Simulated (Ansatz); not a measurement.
# Ti: substituted relatives

An exercise on one series of results from a longer session: the logs are not shown, and one member is left open.

Computed with Ansatz 0.2.0 (DFT r2SCAN, scalar-relativistic, plane waves, PAW, unless a step's input says otherwise).

1 further run of the same task is left out (set aside as unsound or not needed).

## The starting structure

It takes space group P6/mmm (No. 191, hexagonal). The conventional cell has a = 4.568 Å, b = 4.568 Å, c = 2.825 Å, α = 90.00°, β = 90.00°, γ = 120.00°. Around Ti (site symmetry 6/mmm) lie 14 Ti at 2.82 to 2.99 Å. Ti (site symmetry -6m2) has 11 Ti at 2.64 to 2.99 Å as nearest neighbours.

Coordinates:

```cif
data_structure
_symmetry_space_group_name_H-M 'P6/mmm'
_symmetry_Int_Tables_number 191
_cell_length_a 4.5680
_cell_length_b 4.5680
_cell_length_c 2.8246
_cell_angle_alpha 90.000
_cell_angle_beta 90.000
_cell_angle_gamma 120.000
_cell_volume 51.04
loop_
_atom_site_label
_atom_site_type_symbol
_atom_site_symmetry_multiplicity
_atom_site_Wyckoff_symbol
_atom_site_fract_x
_atom_site_fract_y
_atom_site_fract_z
_atom_site_occupancy
Ti1 Ti 1 a 0.00000 0.00000 0.00000 1
Ti2 Ti 2 d 0.33333 0.66667 0.50000 1
```

It goes back to an entry of the Materials Project, which need not be the stable form.

It is the result of an earlier relaxation at this level (volume 17.01 Å³/atom; gap on the mesh: none (metal)).

Set-up of the first run:

The input, input.yaml:

```yaml
crystal:
  lattice:
    - [3.7591112394, 0.0, 0.0]
    - [-1.8795556197, 3.255485829, 0.0]
    - [0.0, 0.0, 2.3243861302]
  atoms:
    - { symbol: Ge, position: [0.0, 0.0, 0.0] }
    - { symbol: Ge, position: [0.3333333333, 0.6666666667, 0.5] }
    - { symbol: Ge, position: [0.6666666667, 0.3333333333, 0.5] }
basis:
  ecutwfc: 500
kpoints:
  mp_grid: { grid: [6, 6, 8] }
hamiltonian:
  xc: r2scan
scf:
  occupations: { method: gaussian, width: 0.1 }
output:
  forces: true
  stress: true
  eigenvalues: true
```

On the command line:

```sh
> ansatz run input.yaml --threads 1 --pin off --max-ram 2560MiB --backend cpu --events-out ev --progress --plain --runs-dir out
```

Steps of the session up to this table: A first look at the start (Ge); Rough relaxation on the coarse mesh (Ge); Relaxing cell and atoms (Ge); A first look at the start (Pb); Rough relaxation on the coarse mesh (Pb); The relaxation (Pb).

One of the session's tables, all rows but one given; the rest of the session is left out.

Lengths are those of the vectors of the cell that was run:

```
   swap  volume (Å³/atom)  a (Å)  b (Å)  c (Å)
   none             17.01  4.568  4.568  2.825
Ti → Hf                 ?      ?      ?      ?
Ti → Ge             18.71  4.760  4.760  2.860
Ti → Pb             31.30  5.677  5.677  3.364
```

**Question.** Estimate the row for Ti → Hf.

**Answer.** volume (Å³/atom): 22.06; a (Å): 4.974; b (Å): 4.974; c (Å): 3.089. In the column «volume (Å³/atom)» it lies between Ti → Ge (18.71) and Ti → Pb (31.30).

Lengths are those of the computed cell. Rows of earlier swaps come from the sessions before.
